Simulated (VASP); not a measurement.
Write the native input for VASP 6.6.1 that does the following.

```yaml
Task: atomic charges
Functional: PBE
Dispersion: TS-HI
Potentials_or_basis: VASP PAW PBE potentials, release 64 (Mg, B)
Cutoff: 500 eV
k_mesh: 12 × 12 × 10
Occupations: gaussian, width 0.01 eV
Spin: no spin polarisation
Further_INCAR_settings: ALGO = Normal; EDIFF = 1e-06
```

The structure of MgB2 lies in MgB2.cif:

```cif
data_MgB2
_cell_length_a 3.08500000
_cell_length_b 3.08500000
_cell_length_c 3.52300000
_cell_angle_alpha 90.00000000
_cell_angle_beta 90.00000000
_cell_angle_gamma 120.00000000
_space_group_name_H-M_alt 'P6/mmm'
_space_group_name_Hall '-P 6 2'
_space_group_IT_number 191
loop_
_space_group_symop_operation_xyz
'x,y,z'
'-x,-y,-z'
'x-y,x,z'
'-x+y,-x,-z'
'-y,x-y,z'
'y,-x+y,-z'
'-x,-y,z'
'x,y,-z'
'-x+y,-x,z'
'x-y,x,-z'
'y,-x+y,z'
'-y,x-y,-z'
'-y,-x,-z'
'y,x,z'
'-x,-x+y,-z'
'x,x-y,z'
'-x+y,y,-z'
'x-y,-y,z'
'y,x,-z'
'-y,-x,z'
'x,x-y,-z'
'-x,-x+y,z'
'x-y,-y,-z'
'-x+y,y,z'
loop_
_atom_site_label
_atom_site_type_symbol
_atom_site_symmetry_multiplicity
_atom_site_Wyckoff_symbol
_atom_site_fract_x
_atom_site_fract_y
_atom_site_fract_z
_atom_site_occupancy
Mg1 Mg 1 a 0.0000000000 0.0000000000 0.0000000000 1
B1 B 2 d 0.6666666667 0.3333333333 0.5000000000 1
```

The structure of MgB2 lies in POSCAR:

```
Mg B 
 1.0000000000000000
     3.0850000000000000    0.0000000000000000    0.0000000000000000
    -1.5424999999999993    2.6716883706749934    0.0000000000000000
     0.0000000000000000    0.0000000000000000    3.5230000000000001
 Mg  B  
   1   2
Cartesian
  0.0000000000000000  0.0000000000000000  0.0000000000000000
  1.5425000001542502  0.8905627901359416  1.7615000000000001
 -0.0000000001542495  1.7811255805390518  1.7615000000000001
```

The input as run:

INCAR

```
SYSTEM = MgB2
PREC = Accurate
ENCUT = 500
EDIFF = 1E-6
ISMEAR = 0
SIGMA = 0.01
LREAL = .FALSE.
LASPH = .TRUE.
NELM = 80
ALGO = Normal
ISIF = 2
LWAVE = .FALSE.
LCHARG = .FALSE.
GGA = PE
IVDW = 21
LORBIT = 11
```

KPOINTS

```
Automatic mesh
0
G
  12 12 10
  0 0 0
```

Potentials or basis: VASP PAW PBE potentials, release 64 (Mg, B).

Run with:

```sh
$ ase convert -i cif -o vasp MgB2.cif POSCAR
$ cat potpaw_PBE.64/Mg/POTCAR potpaw_PBE.64/B/POTCAR > POTCAR
$ mpirun -np 1 vasp_std > vasp.out
```

Results of the run:

* Pressure: -5.8 GPa
* Band gap on the k mesh: none (metal or under the smearing width)
* Valence electrons inside the program's atomic spheres: Mg 0.39; B 1.91
* Hirshfeld charges: Mg +0.28; B -0.14 e
* Dispersion energy per atom: -0.266 eV

Caveat: pairwise dispersion overbinds metals, which lowers pressure and volume.

It took 55 s on 1 thread of Intel(R) Xeon(R) Platinum 8488C (Sapphire Rapids) (shared host), peak memory 0.16 GiB.
